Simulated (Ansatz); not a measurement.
Crystal: CdO (Monteponite).

```
CELL_PARAMETERS angstrom
0.00000 2.34950 2.34950
2.34950 0.00000 2.34950
2.34950 2.34950 0.00000
ATOMIC_POSITIONS crystal
Cd 0.00000 0.00000 0.00000
O 0.50000 0.50000 0.50000
```

| Quantity | Value |
| --- | --- |
| Program | Ansatz 0.2.0 |
| Task | relaxation of cell and atoms |
| Functional | RPBE |
| Dispersion | D4 |
| Potentials or basis | Ansatz PAW |
| Cutoff | 420 eV (not typed: the program's choice for these potentials) |
| k mesh | 10 × 10 × 10 |
| Occupations | fermi-dirac, width 0.05 eV |
| Spin | no spin polarisation |

At the start: volume 12.97 Å³/atom.

How do energy, volume and symmetry change on relaxing?

It ends after 6 steps and the volume is 13.29 Å³/atom (+2.5 %); space group Fm-3m (No. 225, to 0.05 Å).

Step by step:
```tsv
step	energy change (eV)	largest force (eV/Å)	volume (Å³)
1	0.0000	0.0000	25.94
2	-0.0042	0.0000	26.67
3	-0.0047	0.0000	26.57
4	-0.0066	0.0000	26.57
5	-0.0066	0.0000	26.58
6	-0.0066	0.0000	26.58
```

Final structure:
```yaml
crystal:
  lattice:
    - [0.00000, 2.36882, 2.36882]
    - [2.36882, 0.00000, 2.36882]
    - [2.36882, 2.36882, 0.00000]
  atoms:
    - { symbol: Cd, position: [0.00000, 0.00000, 0.00000] }
    - { symbol: O, position: [0.50000, 0.50000, 0.50000] }
```

Caveat: the plane-wave basis is chosen anew once the cell has moved, so the energies of steps on either side of that aren't comparable; the pressure holds a Pulay correction of +0.5 GPa for the finite cutoff; pairwise dispersion overbinds metals, which lowers pressure and volume; the PAW data sets come from PBE, with cores solved anew for the run's functional, which leaves a small shift of forces and pressure.
